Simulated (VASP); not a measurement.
Input of a VASP 6.6.1 run:

Contents of INCAR:

```
PREC = Accurate
ENCUT = 520
EDIFF = 1E-7
ISMEAR = -1
SIGMA = 0.05
LREAL = False
LASPH = True
NELM = 100
ALGO = Normal
ISIF = 2
LWAVE = False
LCHARG = False
GGA = PE
NBANDS = 10
```

The input KPOINTS:

```
Automatic mesh
0
Gamma
  3 3 6
```

Contents of POSCAR:

```
K
1.0
   10.0796055900      0.0000000000      0.0000000000
    0.0000000000     10.0796055900      0.0000000000
    0.0000000000      0.0000000000      4.3245983300
K
1
Direct
    0.0000000000      0.0000000000      0.0000000000
```

Potentials or basis: VASP PAW PBE potentials, release 64 (K_sv).

Launch:

```console
$ cat potpaw_PBE.64/K_sv/POTCAR > POTCAR
$ mpirun -np 1 vasp_std > vasp.out
```

What does it give for the pressure?

0.0 GPa.

Estimate the band gap on the k mesh.

none (metal or under the smearing width).
